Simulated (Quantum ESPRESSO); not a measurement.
Crystal: MnO2.

```
CELL_PARAMETERS angstrom
2.85658 0.00000 0.00000
-1.42829 2.47387 0.00000
0.00000 0.00000 4.60137
ATOMIC_POSITIONS crystal
Mn 0.00000 0.00000 0.50000
O 0.33333 0.66667 0.70629
O 0.66667 0.33333 0.29371
```

Measurements of this composition are mostly on another form, of space group No. 136.

Base run:

- Program: Quantum ESPRESSO 7.5
- Functional: LDA
- Potentials or basis: GBRV 1.5 LDA
- Cutoff: 612 eV
- Density cutoff: 4898 eV
- k mesh: 11 × 11 × 6
- Occupations: fermi-dirac, width 0.05 eV
- Spin: collinear spin, ferromagnetic start
- Starting moments: [4.0, 0.0, 0.0] μB

Its results: band gap on the k mesh 0.43 eV, indirect (least direct gap 0.47 eV); pressure -8.1 GPa; net moment 3.00 μB per cell; site moments Mn +2.49; O +0.05 μB; largest force 0.476 eV/Å.

Question: The run is repeated on the same cell with these changes: functional from LDA to PBEsol; potentials or basis from GBRV 1.5 LDA to GBRV 1.5 PBEsol. What comes out?

Answer: Band gap on the k mesh 0.74 eV, indirect (least direct gap 0.80 eV); pressure -1.6 GPa; net moment 3.00 μB per cell; site moments Mn +2.52; O +0.04 μB; largest force 0.120 eV/Å.

Caveats: a cell with one magnetic atom can't hold antiferromagnetic order, which such compounds often take.
